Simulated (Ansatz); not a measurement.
Rows from a G0W0 calculation on Te on the P site (charge +1) in AlP (32-atom cell) (Ansatz 0.2.0; G0W0 on LDA, plane waves, PAW; PAW set soft_1; 2×2×2 mesh, 683 empty bands, screening to 85 eV, PAW set soft_1 files), in eV. Spin-orbit coupling is left out.

| row | k | band | start | Σx | Σc at the solution | Vxc |
| --- | --- | --- | --- | --- | --- | --- |
| A | Γ | v4 | 4.417 | -15.770 | 1.897 | -13.615 |
| B | Γ | v1 | 5.205 | -15.935 | 1.638 | -14.100 |
| C | Γ | c4 | 7.521 | -6.272 | -3.672 | -10.559 |
| D | Γ | c2 | 6.755 | -5.376 | -3.572 | -9.408 |
| E | Γ | c1 | 6.407 | -5.569 | -3.520 | -9.558 |

**Question.** Work out each quasiparticle level and how far it moved.

The quasiparticle equation reads E = start + Σx + Σc(E) − Vxc.

| row | E (eV) | shift (eV) |
| --- | --- | --- |
| A | 4.159 | −0.259 |
| B | 5.008 | −0.197 |
| C | 8.136 | +0.615 |
| D | 7.215 | +0.460 |
| E | 6.875 | +0.468 |

Limits: not at the basis limit; charged cell, levels uncorrected; no spin-orbit coupling.

[Runs of the session that timed out or met a known fault of the program may be left out.]

[Cells called generated may have been cut or substituted from an entry of the Crystallography Open Database or the Materials Project.]

[Hosts, paths, dates, database ids (printed as entryN), source tags and the programs' standing remarks are cut or masked in the printed files.]
